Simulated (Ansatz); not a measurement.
# ZnS: the cost of one run

Computed with Ansatz 0.2.0 (reference: DFT PBEsol, plane waves, PAW, scalar-relativistic, no spin polarisation, unless a step's input says otherwise).

**1. The starting structure**

It takes space group P6_3mc (No. 186, hexagonal). The conventional cell has a = 3.874 Å, b = 3.874 Å, c = 12.656 Å, α = 90.00°, β = 90.00°, γ = 120.00°. Around Zn (site symmetry 3m) lie 4 S at 2.37 Å. S (site symmetry 3m) is surrounded by 4 Zn at 2.37 Å.

Structure file:

```
Zn S
1.0
     1.93702    3.35501    0.00000
    -1.93702    3.35501    0.00000
     0.00000    0.00000   12.65614
Zn S
4 4
Direct
  0.00000 0.00000 0.00000
  0.00000 0.00000 0.50000
  0.33333 0.33333 0.25000
  0.66667 0.66667 0.75000
  0.00000 0.00000 0.18750
  0.00000 0.00000 0.68750
  0.33333 0.33333 0.43750
  0.66667 0.66667 0.93750
```

**2. Baseline**

input.yaml reads:

```yaml
crystal:
  lattice:
    - [1.937019, 3.355014, 0.0]
    - [-1.937019, 3.355014, 0.0]
    - [0.0, 0.0, 12.656138]
  atoms:
    - { symbol: Zn, position: [0.0, 0.0, 0.0] }
    - { symbol: Zn, position: [0.0, 0.0, 0.5] }
    - { symbol: Zn, position: [0.33333, 0.33334, 0.25] }
    - { symbol: Zn, position: [0.66666, 0.66667, 0.75] }
    - { symbol: S, position: [0.0, 0.0, 0.1875] }
    - { symbol: S, position: [0.0, 0.0, 0.6875] }
    - { symbol: S, position: [0.33333, 0.33334, 0.4375] }
    - { symbol: S, position: [0.66666, 0.66667, 0.9375] }
  symmetry: { tolerance: 0.0003 }
kpoints:
  mp_grid: { grid: [5, 5, 2], shift: [0, 0, 0] }
magnetization:
  spin_polarized: false
scf:
  occupations: { method: methfessel_paxton, width: 0.0493 }
hamiltonian:
  pseudopotentials: { kind: paw }
  xc: pbesol
basis:
  ecutwfc: 420
output:
  forces: true
  stress: true
  eigenvalues: true
  write_density: true
  write_potential: true
  elf: true
  volumetric_format: npy
```

On the command line:

```
ansatz run input.yaml --threads 1 --pin off --max-ram 2560MiB --backend cpu --events-out ev --progress --plain --runs-dir out
```

What time and memory should one allow on 1 thread of Arm Neoverse V2, shared host?

About 9.3 s, with a peak of 0.37 GiB.
